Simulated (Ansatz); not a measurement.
Input and command of a plane-wave DFT calculation in Ansatz:

```yaml
crystal:
  lattice:
    - [-2.5133692874, 2.5133692874, 3.6893906329]
    - [2.5133692874, -2.5133692874, 3.6893906329]
    - [2.5133692874, 2.5133692874, -3.6893906329]
  atoms:
    - { symbol: Si, position: [0.0, 0.0, 0.0] }
    - { symbol: Si, position: [0.75, 0.25, 0.5] }
    - { symbol: O, position: [0.9670112619, 0.625, 0.8420112619] }
    - { symbol: O, position: [0.375, 0.2170112619, 0.3420112619] }
    - { symbol: O, position: [0.7829887381, 0.125, 0.1579887381] }
    - { symbol: O, position: [0.875, 0.0329887381, 0.6579887381] }
basis:
  ecutwfc: 420
kpoints:
  mp_grid: { grid: [6, 6, 6] }
  band_path:
    path:
      - [[0.0, 0.0, 0.0], [0.0, 0.0, 0.5], [0.25, 0.25, 0.25], [0.0, 0.5, 0.0], [0.0, 0.0, 0.0], [0.5, 0.5, -0.5], [0.3660228, 0.6339772, -0.3660228]]
      - [[-0.3660228, 0.3660228, 0.3660228], [0.0, 0.0, 0.0]]
      - [[0.0, 0.0, 0.5], [-0.2320456, 0.2320456, 0.5]]
      - [[0.5, 0.5, -0.2320456], [0.5, 0.5, -0.5]]
    npoints: 14
hamiltonian:
  xc: pbe
scf:
  occupations: { method: gaussian, width: 0.02 }
  n_extra_bands: 15
output:
  forces: true
  stress: true
  eigenvalues: true
  populations: true
  dos: { projected: true, de: 0.02, nscf_kmesh: { grid: [9, 9, 9] } }
  bader: true
```

```bash
ansatz run input.yaml --threads 1 --pin off --max-ram 2560MiB --backend cpu --events-out ev --progress --plain --runs-dir out
```

Processor: Arm Neoverse V1, 1 thread, on a host shared with other jobs.

Task: Estimate time, memory and problem size.

Result: About 120 s on 1 thread of Arm Neoverse V1, with other jobs on the host, peak memory 0.44 GiB. It solves 31 bands at 30 k points (the mesh reduced by the symmetry that the task leaves, which can be less than the crystal's) with about 1849 plane waves, in 6 SCF iterations.
